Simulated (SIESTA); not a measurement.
Crystal: Al2O3 (Corundum).

```
Al O
1.0
     2.38025    1.37424    4.33187
    -2.38025    1.37424    4.33187
     0.00000   -2.74848    4.33187
Al O
4 6
Direct
  0.85216 0.85216 0.85216
  0.64784 0.64784 0.64784
  0.14784 0.14784 0.14784
  0.35216 0.35216 0.35216
  0.05668 0.75000 0.44332
  0.75000 0.44332 0.05668
  0.44332 0.05668 0.75000
  0.94332 0.25000 0.55668
  0.25000 0.55668 0.94332
  0.55668 0.94332 0.25000
```

Base run:

| Item | Value |
| --- | --- |
| Program | SIESTA 5.4.2 |
| Functional | PBE |
| Potentials or basis | PseudoDojo 0.4 standard (PBE files) |
| Basis | TZP (energy shift 0.003 Ry) |
| Grid cutoff | 800 Ry |
| Energy shift | 0.003 Ry |
| k mesh | 7 × 7 × 7 |
| Occupations | fermi-dirac, width 0.05 eV |
| Spin | no spin polarisation |

Its results: band gap on the k mesh 6.26 eV, direct; pressure 7.4 GPa; largest force 0.107 eV/Å.

The run is repeated on the same cell with these changes: basis from TZP (energy shift 0.003 Ry) to SZ (energy shift 0.01 Ry); energy shift from 0.003 Ry to 0.01 Ry. What comes out?

Band gap on the k mesh 5.62 eV, indirect (least direct gap 5.68 eV); pressure 28.6 GPa; largest force 0.684 eV/Å.

Caveats: the basis of atomic orbitals isn't converged, which shifts pressures, moduli and gaps; the basis has no polarisation orbitals (some runs); a pressure of tens of GPa on the cell as given is suspect, and the run, the potentials or the cell itself is likely at fault (some runs).
